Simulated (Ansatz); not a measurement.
# InP: the cost of one run

Program: Ansatz 0.2.0. Level of theory: DFT PBE, scalar-relativistic, plane waves, PAW. These are calculated values, not measurements.

2 further runs of the same task are left out: 1 that didn't finish, 1 set aside as unsound or not needed.

### 1 The structure to begin with

It takes space group Pmm2 (No. 25, orthorhombic). Conventional cell: a = 4.175 Å, b = 14.000 Å, c = 5.904 Å, α = 90.00°, β = 90.00°, γ = 90.00°. In (site symmetry mm2) is surrounded by 2 P at 2.56 Å. Around P (site symmetry mm2) lie 2 In at 2.56 Å.

Structure file:

```cif
data_structure
_symmetry_space_group_name_H-M 'P 1'
_symmetry_Int_Tables_number 1
_cell_length_a 4.1747
_cell_length_b 5.9040
_cell_length_c 14.0000
_cell_angle_alpha 90.000
_cell_angle_beta 90.000
_cell_angle_gamma 90.000
_cell_volume 345.06
loop_
_atom_site_label
_atom_site_type_symbol
_atom_site_fract_x
_atom_site_fract_y
_atom_site_fract_z
_atom_site_occupancy
In1 In 0.50000 0.50010 0.50000 1
P1 P 0.00000 0.75010 0.50000 1
```

A structure generator made this guess: thin slice cut from a crystal along (101). Its size is a rough estimate.

It is a sheet, periodic along a and b, with vacuum along c; volumes and pressures of the box carry no meaning, and space groups named for it are those of the box.

### 2 Probe: one point on a coarse mesh

Input file input.yaml:

```yaml
crystal:
  lattice:
    - [4.174725, 0.0, 0.0]
    - [0.0, 5.903953, 0.0]
    - [0.0, 0.0, 14.0]
  atoms:
    - { symbol: In, position: [0.5, 0.5001, 0.5] }
    - { symbol: P, position: [0.0, 0.7501, 0.5] }
  periodic: [true, true, false]
basis:
  ecutwfc: 420
kpoints:
  mp_grid: { grid: [4, 4, 1] }
hamiltonian:
  xc: pbe
scf:
  occupations: { method: gaussian, width: 0.1 }
  lower_state_search: "off"
output:
  forces: true
  stress: true
  eigenvalues: true
```

Run with:

```console
ansatz run input.yaml --threads 1 --pin off --max-ram 2560MiB --backend cpu --events-out ev --progress --plain --runs-dir out
```

**Question.** How long does this run take on 1 thread of Intel Xeon at 2.70GHz, shared host, and how much memory does it need?

About 7.3 s, with a peak of 0.54 GiB.
